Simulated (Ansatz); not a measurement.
**Cu$_{2}$O: pressure coefficient of the gap from its deformation potential**

All numbers below come from DFT PBE, scalar-relativistic, plane waves, PAW in Ansatz 0.2.0. Cutoff 420 eV, mesh 8×8×8 in the first runs.

The relaxed cell is Pn-3m with a = 4.298 Å. An equation of state gives B0 = 111.7 GPa at V0 = 13.235 Å³/atom, and gaps on the k mesh of 0.542 eV at 12.838 Å³/atom, 0.476 eV at 13.235 Å³/atom, 0.415 eV at 13.632 Å³/atom.

Question: Predict dE_g/dP at zero pressure, and compare with cells relaxed under pressure.

Answer: A parabola in ln V through the three points has the slope a = dE_g/d ln V = -2.11 eV at V0. Since dP = −B d ln V, dE_g/dP = −a/B = 18.9 meV/GPa. Separate runs under pressure gave gaps (over the zone) of 0.455 eV at -1.07 GPa, 0.476 eV at 0.00 GPa, 0.496 eV at 1.06 GPa, a slope of 18.9 meV/GPa at zero. The two routes agree within 0.1 meV/GPa. Compression widens this gap. Pressure coefficients of semilocal functionals are as a rule better than their gaps.